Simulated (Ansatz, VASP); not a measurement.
# One calculation of Ag, two programs

```
Ag
1.0
     5.02023   -0.16421    0.01122
     1.84906    3.71972    0.27676
    -1.67087    0.54716    3.78475
Ag
4
Direct
  0.35911 0.80950 0.13090
  0.35922 0.30993 0.63079
  0.85945 0.05922 0.38043
  0.85923 0.55914 0.88073
```

Alike in both runs: functional PBE; k mesh 4 × 4 × 6; occupations gaussian, width 0.1 eV; no spin polarisation.

Ansatz relaxed the structure, and its values are those at the end. VASP's run is a single point on that final structure, the one shown.

|  | VASP | Ansatz |
| --- | --- | --- |
| version | VASP 6.6.1 | Ansatz 0.2.0 |
| potentials or method | VASP PAW PBE potentials, release 64 (Ag) | scalar-relativistic, plane waves, PAW |
| plane-wave cutoff (eV) | 520 | 420 |
| valence electrons in the cell | 44 | 76 |

|  | VASP | Ansatz | Ansatz less VASP |
| --- | --- | --- | --- |
| gap on the k mesh at the Fermi level (eV) | none | none | - |
| pressure (GPa) | 0.1 | 0.1 | 0.00 |
| rms of the force components (eV/Å) | 0.006 | 0.006 | 0.0000 |

A gap of «none» marks a metal or a gap that the smearing closes. The functional is the same, so the differences come from potentials, cutoffs and numerics. The two sets of potentials don't hold the same shells in valence.

Caveats: the k mesh is coarse (spacing up to 0.42 Å⁻¹), so the values aren't converged.
